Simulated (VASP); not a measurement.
# Ca (Fm-3m) in VASP: settings compared

The runs below take Ca through relaxation of cell and atoms, with PBE+D3(BJ), PBEsol.

Everything below comes from runs of VASP 6.6.1. Logs are shortened: lines on timing, memory, paths and dates and some standing lists are left out, and cuts for length are marked.

**1. The crystal as given**

It takes space group Fm-3m (No. 225, cubic). The conventional cell has a = 5.601 Å, b = 5.601 Å, c = 5.601 Å, α = 90.00°, β = 90.00°, γ = 90.00°. Ca (site symmetry m-3m) is surrounded by 12 Ca at 3.96 Å.

**2. Relaxation of cell and atoms, PBE+D3(BJ)**

Contents of INCAR:

```
  ALGO = Normal
  EDIFF = 1E-7
  EDIFFG = -0.005
  ENCUT = 600
  GGA = PE
  IBRION = 2
  ISIF = 3
  ISMEAR = 0
  IVDW = 12
  LASPH = True
  LCHARG = False
  LREAL = False
  LWAVE = False
  NELM = 80
  NSW = 90
  PREC = Accurate
  SIGMA = 0.1
```

Contents of KPOINTS:

```
k-points
0
Gamma
  14 14 14
```

Contents of POSCAR:

```
Ca
1.0
    0.0000000000      2.8005000000      2.8005000000
    2.8005000000      0.0000000000      2.8005000000
    2.8005000000      2.8005000000      0.0000000000
Ca
1
Direct
    0.0000000000      0.0000000000      0.0000000000
```

Potentials or basis: VASP PAW PBE potentials, release 64 (Ca_sv).

The run is started by

```sh
$ cat potpaw_PBE.64/Ca_sv/POTCAR > POTCAR
$ mpirun -np 1 vasp_std > vasp.out
```

OUTCAR:

```text
EDIFF = 1E-7
   EDIFFG = -0.005
   ENCUT = 600
   GGA = PE
   IBRION = 2
   ISIF = 3
   ISMEAR = 0
   IVDW = 12
   LASPH = True
   LREAL = False
   NELM = 80
   NSW = 90
   PREC = Accurate
 IVDW          = 12

 ion  position               nearest neighbor table
   1  0.000  0.000  0.000-

  LATTYP: Found a face centered cubic cell.
 ALAT       =     5.6010000000

  Lattice vectors:

 A1 = (   0.0000000000,   2.8005000000,   2.8005000000)
 A2 = (   2.8005000000,   0.0000000000,   2.8005000000)
 A3 = (   2.8005000000,   2.8005000000,   0.0000000000)

Analysis of symmetry for initial positions (statically):
=====================================================================
 Subroutine PRICEL returns:
 Original cell was already a primitive cell.

 Routine SETGRP: Setting up the symmetry group for a
 face centered cubic supercell.

 Subroutine GETGRP returns: Found 48 space group operations
 (whereof 48 operations were pure point group operations)
 out of a pool of 48 trial point group operations.

The static configuration has the point symmetry O_h .

Analysis of symmetry for dynamics (positions and initial velocities):
=====================================================================
 Subroutine PRICEL returns:
 Original cell was already a primitive cell.

 Routine SETGRP: Setting up the symmetry group for a
 face centered cubic supercell.

 Subroutine GETGRP returns: Found 48 space group operations
 (whereof 48 operations were pure point group operations)
 out of a pool of 48 trial point group operations.

The dynamic configuration has the point symmetry O_h .

 Subroutine INISYM returns: Found 48 space group operations
 (whereof 48 operations are pure point group operations),
 and found     1 'primitive' translations

----------------------------------------------------------------------------------------

                                     Primitive cell

  volume of cell :      43.9275

  direct lattice vectors                    reciprocal lattice vectors
     0.000000000  2.800500000  2.800500000    -0.178539547  0.178539547  0.178539547
     2.800500000  0.000000000  2.800500000     0.178539547 -0.178539547  0.178539547
     2.800500000  2.800500000  0.000000000     0.178539547  0.178539547 -0.178539547

  length of vectors
     3.960505081  3.960505081  3.960505081     0.309239566  0.309239566  0.309239566

  position of ions in fractional coordinates (direct lattice)
     0.000000000  0.000000000  0.000000000

  ion indices of the primitive-cell ions
   primitive index   ion index
                 1           1

----------------------------------------------------------------------------------------

 KPOINTS: k-points

Automatic generation of k-mesh.
 Grid dimensions read from file:
 generate k-points for:   14   14   14

 Generating k-lattice:

  Cartesian coordinates                     Fractional coordinates (reciprocal lattice)
    -0.012752825  0.012752825  0.012752825     0.071428571  0.000000000  0.000000000
     0.012752825 -0.012752825  0.012752825     0.000000000  0.071428571  0.000000000
     0.012752825  0.012752825 -0.012752825     0.000000000  0.000000000  0.071428571

  Length of vectors
     0.022088540  0.022088540  0.022088540

  Shift w.r.t. Gamma in fractional coordinates (k-lattice)
     0.000000000  0.000000000  0.000000000

 Subroutine IBZKPT returns following result:
 ===========================================

 Found    104 irreducible k-points:

 Following reciprocal coordinates:
            Coordinates               Weight
  0.000000  0.000000  0.000000      1.000000
  0.071429  0.000000  0.000000      8.000000
  0.142857  0.000000  0.000000      8.000000
  0.214286  0.000000  0.000000      8.000000
  0.285714  0.000000  0.000000      8.000000
  0.357143  0.000000  0.000000      8.000000
[... 16 lines left out ...]
  0.214286  0.142857  0.000000     24.000000
  0.285714  0.142857  0.000000     24.000000
 [... further k-points ...]
   k-points           NKPTS =    104   k-points in BZ     NKDIM =    104   number of bands    NBANDS=      9
   number of dos      NEDOS =    301   number of ions     NIONS =      1
   total plane-waves  NPLWV =  32768
   dimension x,y,z NGX =    32 NGY =   32 NGZ =   32
   dimension x,y,z NGXF=    64 NGYF=   64 NGZF=   64
   ions per type =               1
   NGX,Y,Z   is equivalent  to a cutoff of  13.43, 13.43, 13.43 a.u.
   NGXF,Y,Z  is equivalent  to a cutoff of  26.86, 26.86, 26.86 a.u.
 SYSTEM =  unknown system
   PREC   = accura    normal or accurate (medium, high low for compatibility)
   ISTART =      0    job   : 0-new  1-cont  2-samecut
   ICHARG =      2    charge: 1-file 2-atom 10-const
   ISPIN  =      1    spin polarized calculation?
   LNONCOLLINEAR =      F non collinear calculations
   LSORBIT =      F    spin-orbit coupling
   LASPH  =      T    aspherical Exc in radial PAW
   ENCUT  =  600.0 eV  44.10 Ry    6.64 a.u.   7.91  7.91  7.91*2*pi/ulx,y,z
   NELM   =     80;   NELMIN=  2; NELMDL= -5     # of ELM steps
   EDIFF  = 0.1E-06   stopping-criterion for ELM
   LREAL  =      F    real-space projection
   EDIFFG = -.5E-02   stopping-criterion for IOM
   NSW    =     90    number of steps for IOM
   IBRION =      2    ionic relax: 0-MD 1-quasi-New 2-CG
   NFREE  =      1    steps in history (QN), initial steepest desc. (CG)
   ISIF   =      3    stress and relaxation
   ISYM   =      2    0-nonsym 1-usesym 2-fastsym
   POTIM  = 0.5000    time-step for ionic-motion
   TEBEG  =    0.0;   TEEND  =   0.0 temperature during run
   PSTRESS=    0.0 pullay stress
   NELECT =      10.0000    total number of electrons
   NUPDOWN=      -1.0000    fix difference up-down
   EMIN   =  10.00;   EMAX   =-10.00  energy-range for DOS
   EFERMI =   0.00;   METHOD = LEGACY
   ISMEAR =     0;   SIGMA  =   0.10  broadening in eV -4-tet -1-fermi 0-gaus
   EFERMI_NEDOS =   21; number of points for ismear=-14 and -15
   IALGO  =     38    algorithm
   IMIX   =      4    mixing-type and parameters
     AMIX     =   0.40;   BMIX     =  1.00
     AMIX_MAG =   1.60;   BMIX_MAG =  1.00
  volume/ion in A,a.u.               =      43.93       296.44
  Fermi-wavevector in a.u.,A,eV,Ry     =   0.999607  1.888983 13.595132  0.999214
  Thomas-Fermi vector in A             =   2.131908
   LORBIT       =      0    0 simple, 1 ext, 2 COOP (PROOUT), +10 PAW based schemes
   GGA     = PE    functional components
   LHFCALC =     F    Hartree Fock is set to
   AEXX    =    0.0000 exact exchange contribution
   IVDW    =    12    specifies the selected vdW correction
   LEPSILON=     F    determine dielectric tensor
   LRPA    =     F    only Hartree local field effects (RPA)
 conjugate gradient relaxation of ions
 non-spin polarized calculation
 Gauss-broadening in eV      SIGMA  =   0.10
  energy-cutoff  :      600.00
  volume of cell :       43.93
 maximum number of plane-waves:      1480
   NGX = 15   NGY = 15   NGZ = 15

--------------------------------------- Ionic step        1  -------------------------------------------

 number of electron      10.0000001 magnetization

 Free energy of the ion-electron system (eV)
  ---------------------------------------------------
  ext. energy  EPLUGINS =         0.00000000
  ---------------------------------------------------
  free energy    TOTEN  =        -1.92999532 eV

  energy without entropy =       -1.92305206  energy(sigma->0) =       -1.92652369

------------------------ aborting loop because EDIFF is reached ----------------------------------------

 Edisp (eV)   -0.22098

 E8    (eV) :    -0.1117

  FORCE on cell =-STRESS in cart. coord.  units (eV):
  Direction    XX          YY          ZZ          XY          YZ          ZX
  --------------------------------------------------------------------------------------
  -------------------------------------------------------------------------------------
  Total      -0.38521    -0.38521    -0.38521     0.00000    -0.00000     0.00000
  in kB     -14.04993   -14.04993   -14.04993     0.00000    -0.00000     0.00000
  external pressure =      -14.05 kB  Pullay stress =        0.00 kB
[... 98 lines left out ...]
  energy  without entropy=       -2.1612285393  energy(sigma->0) =       -2.16474185

--------------------------------------- Ionic step        4  -------------------------------------------

 number of electron      10.0000000 magnetization

 Free energy of the ion-electron system (eV)
  ---------------------------------------------------
  ext. energy  EPLUGINS =         0.00000000
  ---------------------------------------------------
  free energy    TOTEN  =        -1.92755736 eV

  energy without entropy =       -1.92053262  energy(sigma->0) =       -1.92404499

 E-fermi :   2.1483     XC(G=0):  -7.8860

 val. band max:        2.1273298692   @ k =  -0.4286   0.1429   0.0000
 cond. band min:       2.1487305749   @ k =  -0.4286   0.2143   0.0714
 fundamental gap:      0.0214007057
 Fermi energy:         2.1482903879

 k-point     1 :       0.0000    0.0000    0.0000
  band No.  band energies     occupation
      1     -39.7514      2.00000
      2     -20.6618      2.00000
      3     -20.6618      2.00000
      4     -20.6618      2.00000
      5      -1.9563      2.00000
      6       4.5565      0.00000
      7       4.5565      0.00000
      8       4.5565      0.00000
      9       5.6887      0.00000
[... 265 lines left out ...]
 k-point    24 :       0.2857    0.1429    0.0000
  band No.  band energies     occupation
      1     -39.7413      2.00000
      2     -20.7440      2.00000
      3     -20.6844      2.00000
      4     -20.6827      2.00000
      5      -0.6965      2.00000
      6       3.5488      0.00000
      7       4.5204      0.00000
      8       4.8884      0.00000
      9       5.3456      0.00000

 [... further k-points ...]

------------------------ aborting loop because EDIFF is reached ----------------------------------------

 Edisp (eV)   -0.24071

 E8    (eV) :    -0.1213

  FORCE on cell =-STRESS in cart. coord.  units (eV):
  Direction    XX          YY          ZZ          XY          YZ          ZX
  --------------------------------------------------------------------------------------
  -------------------------------------------------------------------------------------
  Total      -0.00016    -0.00016    -0.00016     0.00000     0.00000    -0.00000
  in kB      -0.00643    -0.00643    -0.00643     0.00000     0.00000    -0.00000
  external pressure =       -0.01 kB  Pullay stress =        0.00 kB
[... 16 lines left out ...]
  FREE ENERGIE OF THE ION-ELECTRON SYSTEM (eV)
  ---------------------------------------------------
  free  energy   TOTEN  =        -2.1682670025 eV

  energy  without entropy=       -2.1612422568  energy(sigma->0) =       -2.16475463

 reached required accuracy - stopping structural energy minimisation
```

It took 2.5 min on 1 thread of Intel Xeon Platinum 8175M at 2.50GHz (Skylake/Cascade Lake), shared host; peak memory 0.23 GiB.

What came out:

| Quantity | Value |
| --- | --- |
| Free energy | -2.1683 eV |
| Relaxed volume | 40.21 Å³/atom |
| Relaxed cell | a = 3.846 Å, b = 3.846 Å, c = 3.846 Å, α = 60.00°, β = 60.00°, γ = 60.00° |
| Space group after relaxing (to 0.05 Å) | Fm-3m (No. 225) |
| Energy gained by relaxing | 17.3 meV/atom |
| Ionic steps | 4 |
| Pressure after relaxing | 0.0 GPa |
| Band gap on the k mesh | none (metal or under the smearing width) |
| Dispersion energy per atom | -0.241 eV |

The path:
```
step  energy change (eV)  largest force (eV/Å)  pressure (GPa)  volume (Å³)
   1              0.0000                0.0000           -1.40        43.93
   2             -0.0150                0.0000           -0.56        41.52
   3             -0.0173                0.0000           -0.04        40.31
   4             -0.0173                0.0000            0.00        40.21
```

Final structure:
```
CELL_PARAMETERS angstrom
0.00000 2.71926 2.71926
2.71926 0.00000 2.71926
2.71926 2.71926 0.00000
ATOMIC_POSITIONS crystal
Ca 0.00000 0.00000 0.00000
```

Caveat: pairwise dispersion overbinds metals, which lowers pressure and volume.

**3. Relaxation of cell and atoms, PBEsol**

INCAR, as its differences from that of step 2:

```diff
@@ -3,4 +3,4 @@
   EDIFFG = -0.005
-  ENCUT = 600
-  GGA = PE
+  ENCUT = 300
+  GGA = PS
   IBRION = 2
@@ -8,3 +8,2 @@
   ISMEAR = 0
-  IVDW = 12
   LASPH = True
```

KPOINTS is that of step 2.

POSCAR is that of step 2.

Potentials or basis: VASP PAW PBE potentials, release 64 (Ca_sv).

The run is started by

```sh
$ cat potpaw_PBE.64/Ca_sv/POTCAR > POTCAR
$ mpirun -np 1 vasp_std > vasp.out
```

Run time: 77 s. Hardware: 1 thread of Intel Xeon Platinum 8175M at 2.50GHz (Skylake/Cascade Lake), shared host; peak memory 0.15 GiB.

The run converged, but some of its settings lie outside the range that counts as converged, so its numbers aren't taken as properties of the crystal.

What came out:

```yaml
Free_energy: -2.1477 eV
Relaxed_volume: 40.32 Å³/atom
Relaxed_cell: a = 3.849 Å, b = 3.849 Å, c = 3.849 Å, α = 60.00°, β = 60.00°, γ = 60.00°
Space_group_after_relaxing_to_0.05_Å: Fm-3m (No. 225)
Energy_gained_by_relaxing: 16.5 meV/atom
Ionic_steps: 4
Band_gap_on_the_k_mesh: none (metal or under the smearing width)
```

Caveat: the cutoff is under 1.25 times the usual one of these potentials, so pressure, stress and relaxed cells hold a basis-set (Pulay) error; the PAW data sets were made with another functional, which shifts forces and pressure a little.

**4. Relaxation of cell and atoms, PBEsol**

INCAR, as its differences from that of step 3:

```diff
@@ -3,3 +3,3 @@
   EDIFFG = -0.005
-  ENCUT = 300
+  ENCUT = 600
   GGA = PS
```

Contents of KPOINTS:

```
k-points
0
Gamma
  6 6 6
```

POSCAR is that of step 3.

The run is started by

```sh
$ cat potpaw_PBE.64/Ca_sv/POTCAR > POTCAR
$ mpirun -np 1 vasp_std > vasp.out
```

Run time: 51 s. Hardware: 1 thread of Intel Xeon Platinum 8175M at 2.50GHz (Skylake/Cascade Lake), shared host; peak memory 0.18 GiB.

It converged, with:

| Quantity | Value |
| --- | --- |
| Free energy | -2.1149 eV |
| Relaxed volume | 40.40 Å³/atom |
| Relaxed cell | a = 3.851 Å, b = 3.851 Å, c = 3.851 Å, α = 60.00°, β = 60.00°, γ = 60.00° |
| Space group after relaxing (to 0.05 Å) | Fm-3m (No. 225) |
| Energy gained by relaxing | 15.2 meV/atom |
| Ionic steps | 4 |
| Pressure after relaxing | 0.0 GPa |
| Band gap on the k mesh | none (metal or under the smearing width) |

The path:
```csv
step,energy change (eV),largest force (eV/Å),pressure (GPa),volume (Å³)
1,0.0000,0.0000,-1.29,43.93
2,-0.0129,0.0000,-0.54,41.71
3,-0.0152,0.0000,-0.03,40.48
4,-0.0152,0.0000,0.00,40.40
```

Final structure:
```xyz
1
Lattice="0.0000 2.7234 2.7234 2.7234 0.0000 2.7234 2.7234 2.7234 0.0000" Properties=species:S:1:pos:R:3 pbc="T T T"
Ca    2.7234    2.7234    5.4467
```

Levels at points of the mesh, in eV from the Fermi level:
| k point | band 1 | band 2 | band 3 | band 4 | band 5 | band 6 | band 7 | band 8 | band 9 |
| --- | --- | --- | --- | --- | --- | --- | --- | --- | --- |
| (0.00, 0.00, 0.00) | -41.78 | -22.76 | -22.76 | -22.76 | -4.15 | 2.34 | 2.34 | 2.34 | 3.48 |
| (0.50, 0.00, 0.00) | -41.76 | -22.93 | -22.79 | -22.79 | -1.06 | -0.16 | 2.22 | 2.22 | 4.21 |
| (0.50, 0.50, 0.00) | -41.75 | -22.92 | -22.82 | -22.82 | -0.54 | 0.50 | 1.00 | 4.20 | 4.40 |

Caveat: the PAW data sets were made with another functional, which shifts forces and pressure a little.
